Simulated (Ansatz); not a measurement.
# What MoS2 monolayer (1T) distorts into, part 2 of 3

Which phase does MoS2 monolayer (1T) fall into along its unstable mode, and how much energy does it gain?

Ansatz 0.2.0; DFT PBEsol, scalar-relativistic, plane waves, PAW; PAW set soft_1.

So far, highest frequency on the path or at a solved wavevector (cm⁻¹): step 2 (response at finite wavevector) 402. Also lowest frequency on the path (cm⁻¹): step 2 -289.

## Step 6: Relaxing from the distorted cell

Starting from the lowest point found, all atoms and the cell are let go, so that strain and other modes of the same symmetry can join in.

input.yaml

```yaml
crystal:
  lattice:
    - [1.0e-10, -5.391433109, 0.0]
    - [-4.6691180352, -2.6957165546, 0.0]
    - [0.0, 0.0, -29.504]
  atoms:
    - { symbol: Mo, position: [0.2925291023, 0.3333333464, 0.6610629013] }
    - { symbol: Mo, position: [0.0408060763, -0.0408048778, 0.6610629174] }
    - { symbol: Mo, position: [0.6666677818, 0.7074715313, 0.6610629013] }
    - { symbol: S, position: [0.3432377568, 0.6567624771, 0.6066420183] }
    - { symbol: S, position: [0.9900960357, 0.3333329655, 0.6066420795] }
    - { symbol: S, position: [0.6666658483, 1.0099045574, 0.6066419493] }
    - { symbol: S, position: [0.6666668951, 0.3333332988, 0.7110483347] }
    - { symbol: S, position: [0.3333332631, 3.519e-07, 0.7177016115] }
    - { symbol: S, position: [-1.581e-07, 0.6666663493, 0.7177015273] }
  periodic: [true, true, false]
kpoints:
  mp_grid: { grid: [9, 9, 1] }
hamiltonian:
  xc: pbesol
  pseudopotentials: { kind: paw, azcp: { folder: soft_1 }, xc_functional: pbe }
scf:
  occupations: { method: methfessel_paxton, width: 0.2 }
output:
  forces: true
  stress: true
  eigenvalues: true
  write_density: true
  write_potential: true
  elf: true
  volumetric_format: npy
relax:
  adjacent_minimum: "off"
  f_tol: 0.002
  max_steps: 120
  cell: { stress_2d_tol: 0.005 }
```

Command:

```console
$ ansatz run input.yaml --threads 4 --pin off --max-ram 16384MiB --backend cpu --events-out ev --progress --plain --runs-dir out
```

Numbers of over 12 decimals in the logs are rounded to 6 here.

The program printed:

```text
[...]
Crystal: 9 atoms, lattice volume = 742.711 Å³
Basis set: ecut = 420 eV, 14337 PW (Γ), exchange–correlation on 80×80×400 points (8 copies of the dense FFT grid, shifted against one another)
Bands: 48, of which v1, the nominal top of the filled ones, is band 39 counted from 1 (38 counted from 0)
Symmetry: 6 space group operations
[...]
k-points: 12 of 81 (time reversal used)
[...]
SCF iter   1: F=—  HF=-20012.648288 eV  |F-HF|=—  |Δ(HF+E_count)|=         —  Δρ=3.96e-2  dr2=1.73e1  ethr=3.10e-3  ⟨swp⟩=17.2  Hψ=4296  notcnv=0
[...]
SCF iter  13: F=-20008.402556 eV  HF=-20008.402556 eV  |F-HF|=5.28e-8  |Δ(HF+E_count)|=   3.42e-8  S|Δr|=    0.00e0  Δρ=1.67e-6  dr2=6.45e-8  ethr=1.28e-10  ⟨swp⟩=31.5  Hψ=7685  notcnv=0
SCF 1 converged in 13 iterations: F = -20008.402556 eV  dr2 = 6.45e-8
[...]
relax step   1: F+E_penalty+E_count = -20008.40255580 eV  Δ(F+E_penalty+E_count) = +0.000e0 eV  max|allowed force component| = 1.203e0 eV/Å  Δτ_max = 0.0000 Å  P = +2.255 N/m  Ω = 742.711 Å³  fix = [c, alpha, beta]  reactions: c +0.000 N/m  (13 SCF iters, dr2 threshold 1.00e-7 eV, accepted)
Crystal: 9 atoms, lattice volume = 770.389 Å³
Basis set: ecut = 420 eV, 15021 PW (Γ), exchange–correlation on 80×80×400 points (8 copies of the dense FFT grid, shifted against one another)
[...]
iter 1 solved again at ethr=1.92e-4 eV; its pass at ethr=3.10e-3 eV (dr2=1.50e-1 eV) is discarded
[...]
SCF iter   8: F=-20008.719968 eV  HF=-20008.719968 eV  |F-HF|=1.91e-7  |Δ(HF+E_count)|=   2.27e-6  S|Δr|=    0.00e0  Δρ=7.52e-6  dr2=7.35e-7  ethr=1.15e-9  ⟨swp⟩=25.5  Hψ=8704  notcnv=0
WARN: on these k-points the computed levels leave a gap of 0.8036 eV at the electron count, 4.0 widths of the methfessel_paxton smearing (0.2000 eV); against the step filling of these same bands (every level under the gap full, every level over it empty) smearing changes F+E_penalty+E_count by +0.198 meV and its σ→0 estimate by -0.308 meV; at least one of the two is larger in size than the energy tolerance (0.100 meV [...]
SCF 2 converged in 8 iterations: F = -20008.719968 eV  dr2 = 7.35e-7
relax step   2: F+E_penalty+E_count = -20008.71996751 eV  Δ(F+E_penalty+E_count) = -3.174e-1 eV  max|allowed force component| = 3.290e-1 eV/Å  Δτ_max = 0.1983 Å  P = +1.070 N/m  Ω = 770.389 Å³  energy of the carried Pulay correction = -1.067e-3 eV  fix = [c, alpha, beta]  reactions: c +0.000 N/m  (8 SCF iters, dr2 threshold 9.00e-7 eV, accepted)
Crystal: 9 atoms, lattice volume = 785.890 Å³
Basis set: ecut = 420 eV, 15411 PW (Γ), exchange–correlation on 80×80×400 points (8 copies of the dense FFT grid, shifted against one another)
[...]
SCF iter   7: F=-20008.749564 eV  HF=-20008.749564 eV  |F-HF|=2.56e-7  |Δ(HF+E_count)|=   1.25e-7  S|Δr|=    0.00e0  Δρ=9.98e-6  dr2=7.98e-7  ethr=1.15e-9  ⟨swp⟩=22.1  Hψ=8169  notcnv=0
[...]
SCF 3 converged in 7 iterations: F = -20008.749564 eV  dr2 = 7.98e-7
relax step   3: F+E_penalty+E_count = -20008.74956442 eV  Δ(F+E_penalty+E_count) = -2.960e-2 eV  max|allowed force component| = 2.508e-2 eV/Å  Δτ_max = 0.0738 Å  P = -0.259 N/m  Ω = 785.890 Å³  energy of the carried Pulay correction = -1.648e-3 eV  fix = [c, alpha, beta]  reactions: c -0.000 N/m  (7 SCF iters, dr2 threshold 9.00e-7 eV, accepted)
[...]
relax step   4: F+E_penalty+E_count = -20008.75060179 eV  Δ(F+E_penalty+E_count) = -1.037e-3 eV  max|allowed force component| = 1.259e-2 eV/Å  Δτ_max = 0.0076 Å  P = -0.002 N/m  Ω = 783.135 Å³  energy of the carried Pulay correction = -1.545e-3 eV  fix = [c, alpha, beta]  reactions: c -0.000 N/m  (7 SCF iters, dr2 threshold 9.50e-8 eV, accepted)
[...]
relax step   5: F+E_penalty+E_count = -20008.75051500 eV  Δ(F+E_penalty+E_count) = +8.679e-5 eV  max|allowed force component| = 2.898e-2 eV/Å  Δτ_max = 0.0027 Å  P = +0.016 N/m  Ω = 782.571 Å³  energy of the carried Pulay correction = -1.524e-3 eV  fix = [c, alpha, beta]  (7 SCF iters, dr2 threshold 9.90e-9 eV, rejected (line search))
[...]
relax step   6: F+E_penalty+E_count = -20008.75064240 eV  Δ(F+E_penalty+E_count) = -4.061e-5 eV  max|allowed force component| = 1.050e-3 eV/Å  Δτ_max = 0.0011 Å  P = +0.003 N/m  Ω = 783.025 Å³  energy of the carried Pulay correction = -1.541e-3 eV  fix = [c, alpha, beta]  reactions: c +0.000 N/m  (13 SCF iters, accepted)
[...]
relax step   7: F+E_penalty+E_count = -20008.75248885 eV  Δ(F+E_penalty+E_count) = -1.846e-3 eV  max|allowed force component| = 7.468e-4 eV/Å  Δτ_max = 0.0000 Å  P = +0.010 N/m  Ω = 783.025 Å³  fix = [c, alpha, beta]  reactions: c +0.000 N/m  stress off target by 9.51e-3 N/m on what of the cell is left free  SCF on the basis re-selected at this cell (its energy is not comparable with the rows above)  (10 SCF iters)
[...]
relax step   8: F+E_penalty+E_count = -20008.75248634 eV  Δ(F+E_penalty+E_count) = +2.507e-6 eV  max|allowed force component| = 1.606e-4 eV/Å  Δτ_max = 0.0001 Å  P = +0.000 N/m  Ω = 783.115 Å³  energy of the carried Pulay correction = -3.405e-6 eV  fix = [c, alpha, beta]  reactions: c +0.000 N/m  (6 SCF iters, dr2 threshold 1.28e-10 eV, accepted)
[...]
SCF iter   1: F=—  HF=-20008.752678 eV  |F-HF|=—  |Δ(HF+E_count)|=         —  Δρ=1.20e-6  dr2=3.15e-8  ethr=5.38e-7  ⟨swp⟩=7.7  Hψ=7177  notcnv=0
eigensolver tolerance schedule: the retry pair's looser diagonalisation over-reported the residual by 13314.46 of it (diagonalisation noise at an unbounded share of the residual, at the tolerance the schedule requests for it); recorded, not acted on — ethr = c·dr2/N_el stays at c = 1.0e-1
SCF iter   2: F=—  HF=-20008.752489 eV  |F-HF|=—  |Δ(HF+E_count)|=   1.88e-4  S|Δr|=    0.00e0  Δρ=1.49e-6  dr2=7.07e-8  ethr=4.04e-11  ⟨swp⟩=6.8  Hψ=2664  notcnv=0
[...]
SCF iter   9: F=-20008.752489 eV  HF=-20008.752489 eV  |F-HF|=6.55e-11  |Δ(HF+E_count)|=  5.46e-11  S|Δr|=    0.00e0  Δρ=2.82e-9  dr2=1.17e-13  ethr=1.00e-12  ⟨swp⟩=13.6  Hψ=3446  notcnv=0
[...]
SCF 9 converged in 9 iterations: F = -20008.752489 eV  dr2 = 1.17e-13
relax step   9: F+E_penalty+E_count = -20008.75248933 eV  Δ(F+E_penalty+E_count) = -2.982e-6 eV  max|allowed force component| = 1.617e-4 eV/Å  Δτ_max = 0.0000 Å  P = +0.000 N/m  Ω = 783.115 Å³  fix = [c, alpha, beta]  reactions: c +0.000 N/m  stress off target by 3.83e-4 N/m on what of the cell is left free  SCF on the basis re-selected at this cell (its energy is not comparable with the rows above)  (9 SCF iters)
[...]
SCF converged after 9 iterations
[...]
Free energy (F): -20008.752489 eV
[...]
Internal energy: -20008.753989 eV  (E = F + TS)
E sigma→0 (E₀):  -20008.752864 eV
Entropy (-TS):   0.001499 eV (0.167 meV/atom)
Fermi energy:    -5.459804 eV
[...]
--- Forces (eV/Å), atoms counted from 1 ---
  atom   1  Mo     0.00000000    -0.00014421    -0.00003462
  atom   2  Mo    -0.00012489     0.00007210    -0.00003462
  atom   3  Mo     0.00012489     0.00007210    -0.00003462
  atom   4  S      0.00004446    -0.00002567     0.00006405
  atom   5  S     -0.00000000     0.00005134     0.00006405
  atom   6  S     -0.00004446    -0.00002567     0.00006405
  atom   7  S     -0.00000000    -0.00000000     0.00016171
  atom   8  S      0.00000000     0.00000000    -0.00012489
  atom   9  S     -0.00000000    -0.00000000    -0.00012489
  max |Σ_I F_I| component: 1.89e-7 eV/Å
--- 2D stress c σ (N/m, compression-positive) ---
        0.000383      -0.000000      -0.000000
       -0.000000       0.000383       0.000000
       -0.000000       0.000000       0.000000
  P = ½ c Tr σ = 0.0004 N/m
--- Band table (eV; the first three rows and the last of 12) ---
  k-point 0: bands = [... 35 lower, -6.3347, -6.2737, -5.8606, -5.8606, -5.0250, -4.5924, -4.5924, -4.0284, ... 5 higher]
  k-point 1: bands = [... 35 lower, -6.4436, -6.3107, -5.9982, -5.9062, -5.0272, -4.5453, -4.4770, -3.9856, ... 5 higher]
  k-point 2: bands = [... 35 lower, -6.6151, -6.3337, -6.2746, -5.9309, -4.9622, -4.4185, -4.3154, -3.8545, ... 5 higher]
  k-point 11: bands = [... 35 lower, -7.1998, -6.7936, -6.7936, -6.1214, -4.3932, -4.3932, -4.2829, -3.4990, ... 5 higher]
--- Relaxed structure (7 steps of the walk, 6 accepted, 2 SCFs on fresh bases) ---
  F+E_penalty+E_count = -20008.75248933 eV   max|allowed force component| = 1.617e-4 eV/Å   (the final SCF, on the basis selected at the relaxed cell)
  cell:  # Å, volume = 783.1148 Å³
    - [1.1062667250141096e-10, -5.536138, 0]
    - [-4.794437, -2.768069, 0]
    - [0, 0, -29.504]
  atoms:
    - { symbol: Mo, position: [0.280866, 0.333333, 0.661956] }
    - { symbol: Mo, position: [0.052467, -0.052467, 0.661956] }
    - { symbol: Mo, position: [0.666667, 0.719134, 0.661956] }
    - { symbol: S, position: [0.351895, 0.648105, 0.608828] }
    - { symbol: S, position: [0.981438, 0.333333, 0.608828] }
    - { symbol: S, position: [0.666667, 1.018562, 0.608828] }
    - { symbol: S, position: [0.666667, 0.333333, 0.702045] }
    - { symbol: S, position: [0.333333, -4.670267413708878e-17, 0.717586] }
    - { symbol: S, position: [-5.551115123125783e-17, 0.666667, 0.717586] }
```

Run time: 2.7 min. Hardware: 4 threads of Arm Neoverse V1, shared host; peak memory 1.3 GiB; 10 min of CPU time.

Relaxation path:

```tsv
step	energy less that of the first step (eV)	largest force component (eV/Å)	volume (Å³)
1	0.0000	1.2027	742.71
2	-0.3174	0.3290	770.39
3	-0.3470	0.0251	785.89
4	-0.3480	0.0126	783.14
5	-0.3480	0.0290	782.57
6	-0.3481	0.0010	783.03
7*	-0.3499	0.0007	783.03
8	-0.3499	0.0002	783.11
9*	-0.3499	0.0002	783.11
```

Relaxation steps marked * repeat the geometry before them on a plane-wave basis chosen anew for their cell, so energy and pressure can jump there. Relaxation step 5 was tried and not accepted.

The run keeps the 6 symmetry operations that it works with, so distortions that break them were not tested.

```tsv
cell as run	before	after	change
a (Å)	5.391	5.536	+2.7 %
b (Å)	5.391	5.536	+2.7 %
```

The atoms that moved most (Å, along periodic axes as changes of fractional coordinates times the final cell, across vacuum about the mean position):

```tsv
atom	dx	dy	dz	length
S7	0.000	0.000	0.266	0.266
S6	-0.042	-0.024	-0.064	0.080
S4	0.042	-0.024	-0.064	0.080
S5	0.000	0.048	-0.064	0.080
Mo1	0.000	0.065	-0.026	0.070
Mo3	-0.056	-0.032	-0.026	0.070
Mo2	0.056	-0.032	-0.026	0.070
```

This step gave:

| Quantity | Value |
| --- | --- |
| gap on the k-mesh | 0.8334 eV |
| area per atom | 2.949 Å² |

Electrostatic potential energy in the ac plane at fractional y = 0.333, with atoms of Mo and S within 0.2 Å of it. With pseudopotentials it is smooth inside the atoms' cores, unlike the true potential.

Values in eV, 24 rows by 15 columns, each cell a mean:
```
  0   0   0   0   0   0   0   0   0   0   0   0   0   0   0
  0   0   0   0   0   0   0   0   0   0   0   0   0   0   0
  0   0   0   0   0   0   0   0   0   0   0   0   0   0   0
  0   0   0   0   0   0   0   0   0   0   0   0   0   0   0
  0   0   0   0   0   0   0   0   0   0   0   0   0   0   0
  0   0   0   0   0   0   0   0   0   0   0   0   0   0   0
 -1  -2  -2  -3  -2  -2  -2  -4 -15 -22 -23 -20  -9  -3  -1
 -4  -9 -21 -28 -30 -28 -21 -12 -20 -27 -28 -25 -13  -4  -3
-17 -17 -25 -30 -31 -29 -23  -9  -4  -3  -2  -3  -5 -12 -17
-34 -29 -12  -4  -3  -3  -3  -3  -2  -2  -2  -3 -12 -29 -34
 -3  -2  -1  -1   0   0   0   0   0   0   0   0  -1  -2  -3
  0   0   0   0   0   0   0   0   0   0   0   0   0   0   0
  0   0   0   0   0   0   0   0   0   0   0   0   0   0   0
  0   0   0   0   0   0   0   0   0   0   0   0   0   0   0
  0   0   0   0   0   0   0   0   0   0   0   0   0   0   0
  0   0   0   0   0   0   0   0   0   0   0   0   0   0   0
  0   0   0   0   0   0   0   0   0   0   0   0   0   0   0
  0   0   0   0   0   0   0   0   0   0   0   0   0   0   0
  0   0   0   0   0   0   0   0   0   0   0   0   0   0   0
  0   0   0   0   0   0   0   0   0   0   0   0   0   0   0
  0   0   0   0   0   0   0   0   0   0   0   0   0   0   0
  0   0   0   0   0   0   0   0   0   0   0   0   0   0   0
  0   0   0   0   0   0   0   0   0   0   0   0   0   0   0
  0   0   0   0   0   0   0   0   0   0   0   0   0   0   0
```
Columns run along a (5.5 Å; values clipped at the 3rd and 97th percentile), rows up along c (29.5 Å). Atoms in or near the plane, at fractional coordinates: Mo at (0.28, 0.66), S at (0.98, 0.61), S at (0.67, 0.70).

Valence density in the ac plane at fractional y = 0.333, with atoms of Mo and S within 0.2 Å of it. It is the smooth field of the valence electrons, not physical close to the nuclei.

Ten steps, logarithmic in the rise over the least value, from '_' (0.0 e/Å³) to '@' (3.8 e/Å³), each cell a mean:
```
______________________________
______________________________
______________________________
______________________________
______________________________
__________________......______
..::------::--==********++--::
--==##@@@@@@##**********++==--
****##@@@@@@##==--------==++**
**##++==----------::::--++****
--::....______________....----
______________________________
______________________________
______________________________
______________________________
______________________________
______________________________
______________________________
______________________________
______________________________
______________________________
______________________________
______________________________
______________________________
```
Columns run along a (5.5 Å), rows up along c (29.5 Å). Atoms in or near the plane, at fractional coordinates: Mo at (0.28, 0.66), S at (0.98, 0.61), S at (0.67, 0.70).

ELF in the ac plane at fractional y = 0.333, with atoms of Mo and S within 0.2 Å of it. It is the smooth field of the valence electrons, not physical close to the nuclei.

Values, 24 rows by 15 columns, each cell a mean:
```
0.00 0.00 0.00 0.00 0.00 0.00 0.00 0.00 0.00 0.00 0.00 0.00 0.00 0.00 0.00
0.00 0.00 0.00 0.00 0.00 0.00 0.00 0.00 0.00 0.00 0.00 0.00 0.00 0.00 0.00
0.00 0.00 0.00 0.00 0.00 0.00 0.00 0.00 0.00 0.00 0.00 0.00 0.00 0.00 0.00
0.00 0.00 0.00 0.00 0.00 0.00 0.00 0.00 0.00 0.00 0.00 0.00 0.00 0.00 0.00
0.00 0.00 0.00 0.00 0.00 0.00 0.00 0.00 0.00 0.01 0.01 0.01 0.00 0.00 0.00
0.01 0.01 0.02 0.02 0.01 0.01 0.01 0.08 0.28 0.44 0.48 0.38 0.18 0.03 0.01
0.04 0.10 0.15 0.16 0.13 0.09 0.19 0.61 0.83 0.75 0.70 0.79 0.73 0.35 0.05
0.13 0.18 0.37 0.50 0.49 0.46 0.36 0.56 0.75 0.51 0.41 0.60 0.65 0.37 0.14
0.53 0.46 0.48 0.53 0.51 0.52 0.40 0.23 0.20 0.16 0.15 0.20 0.35 0.49 0.53
0.43 0.76 0.78 0.46 0.15 0.12 0.17 0.18 0.14 0.07 0.06 0.30 0.74 0.76 0.44
0.77 0.66 0.40 0.11 0.02 0.01 0.02 0.03 0.03 0.02 0.02 0.09 0.39 0.68 0.78
0.11 0.07 0.02 0.00 0.00 0.00 0.00 0.00 0.00 0.00 0.00 0.00 0.02 0.06 0.11
0.00 0.00 0.00 0.00 0.00 0.00 0.00 0.00 0.00 0.00 0.00 0.00 0.00 0.00 0.00
0.00 0.00 0.00 0.00 0.00 0.00 0.00 0.00 0.00 0.00 0.00 0.00 0.00 0.00 0.00
0.00 0.00 0.00 0.00 0.00 0.00 0.00 0.00 0.00 0.00 0.00 0.00 0.00 0.00 0.00
0.00 0.00 0.00 0.00 0.00 0.00 0.00 0.00 0.00 0.00 0.00 0.00 0.00 0.00 0.00
0.00 0.00 0.00 0.00 0.00 0.00 0.00 0.00 0.00 0.00 0.00 0.00 0.00 0.00 0.00
0.00 0.00 0.00 0.00 0.00 0.00 0.00 0.00 0.00 0.00 0.00 0.00 0.00 0.00 0.00
0.00 0.00 0.00 0.00 0.00 0.00 0.00 0.00 0.00 0.00 0.00 0.00 0.00 0.00 0.00
0.00 0.00 0.00 0.00 0.00 0.00 0.00 0.00 0.00 0.00 0.00 0.00 0.00 0.00 0.00
0.00 0.00 0.00 0.00 0.00 0.00 0.00 0.00 0.00 0.00 0.00 0.00 0.00 0.00 0.00
0.00 0.00 0.00 0.00 0.00 0.00 0.00 0.00 0.00 0.00 0.00 0.00 0.00 0.00 0.00
0.00 0.00 0.00 0.00 0.00 0.00 0.00 0.00 0.00 0.00 0.00 0.00 0.00 0.00 0.00
0.00 0.00 0.00 0.00 0.00 0.00 0.00 0.00 0.00 0.00 0.00 0.00 0.00 0.00 0.00
```
Columns run along a (5.5 Å), rows up along c (29.5 Å). Atoms in or near the plane, at fractional coordinates: Mo at (0.28, 0.66), S at (0.98, 0.61), S at (0.67, 0.70).

The distorted start has space group P31m; the relaxation ends in P31m.

## Step 7: The new phase in its own primitive cell

The relaxed structure is symmetrised, reduced to its primitive cell and relaxed tightly, as its phonons need.

input.yaml

```yaml
crystal:
  lattice:
    - [1.0e-10, -5.5361384767, 0.0]
    - [-4.7944365597, -2.7680692385, 0.0]
    - [0.0, 0.0, -29.504]
  atoms:
    - { symbol: Mo, position: [0.2808660338, 0.3333333333, 0.6619557609] }
    - { symbol: Mo, position: [0.0524672995, -0.0524672995, 0.6619557609] }
    - { symbol: Mo, position: [0.6666666667, 0.7191339662, 0.6619557609] }
    - { symbol: S, position: [0.3518948701, 0.6481051299, 0.6088276396] }
    - { symbol: S, position: [0.9814384632, 0.3333333333, 0.6088276396] }
    - { symbol: S, position: [0.6666666667, 1.0185615368, 0.6088276396] }
    - { symbol: S, position: [0.6666666667, 0.3333333333, 0.702044986] }
    - { symbol: S, position: [0.3333333333, 0.0, 0.7175855265] }
    - { symbol: S, position: [0.0, 0.6666666667, 0.7175855265] }
  periodic: [true, true, false]
kpoints:
  mp_grid: { grid: [6, 6, 1] }
hamiltonian:
  xc: pbesol
  pseudopotentials: { kind: paw, azcp: { folder: soft_1 }, xc_functional: pbe }
scf:
  occupations: { method: fixed }
output:
  forces: true
  stress: true
  eigenvalues: true
relax:
  adjacent_minimum: "off"
  f_tol: 0.001
  max_steps: 60
  cell: { stress_2d_tol: 0.002 }
```

The program printed:

```text
[...]
Crystal: 9 atoms, lattice volume = 783.115 Å³
Basis set: ecut = 420 eV, 15315 PW (Γ), exchange–correlation on 80×80×400 points (8 copies of the dense FFT grid, shifted against one another)
Bands: 48, of which v1, the nominal top of the filled ones, is band 39 counted from 1 (38 counted from 0)
Symmetry: 6 space group operations
[...]
k-points: 7 of 36 (time reversal used)
[...]
- { symbol: Mo, position: [0.052446, -0.052446, 0.661956] }
    - { symbol: Mo, position: [0.666667, 0.719113, 0.661956] }
    - { symbol: S, position: [0.351877, 0.648123, 0.608825] }
    - { symbol: S, position: [0.981456, 0.333333, 0.608825] }
    - { symbol: S, position: [0.666667, 1.018544, 0.608825] }
    - { symbol: S, position: [0.666667, 0.333333, 0.702052] }
    - { symbol: S, position: [0.333333, 0, 0.717586] }
    - { symbol: S, position: [0, 0.666667, 0.717586] }
[key lines of the parts left out:]
SCF converged after 11 iterations
Free energy (F): -20008.752599 eV
Fermi energy:    -5.860632 eV
P = ½ c Tr σ = -0.0001 N/m
```

The job ended after 32 s (4 threads; peak memory 1.2 GiB; 2 min of CPU time).

Little changed from the start: no atom moved by 0.005 Å and no cell edge by 0.1 %.

This step gave:

```yaml
gap_on_the_k_mesh: 0.8356 eV
direct_gap_on_mesh: 0.8356 eV
```

The largest force component left is 0.58 meV/Å, within the tolerances set.

[end of part 2 of 3]

[Logs are printed without paths, hosts, clocks, repeated set-up lines and the standing remarks that a program may print on its own settings, such as how far it seeks lower states.]

[Hosts, paths, dates, database ids (printed as entryN), source tags and the programs' standing remarks are cut or masked in the printed files.]
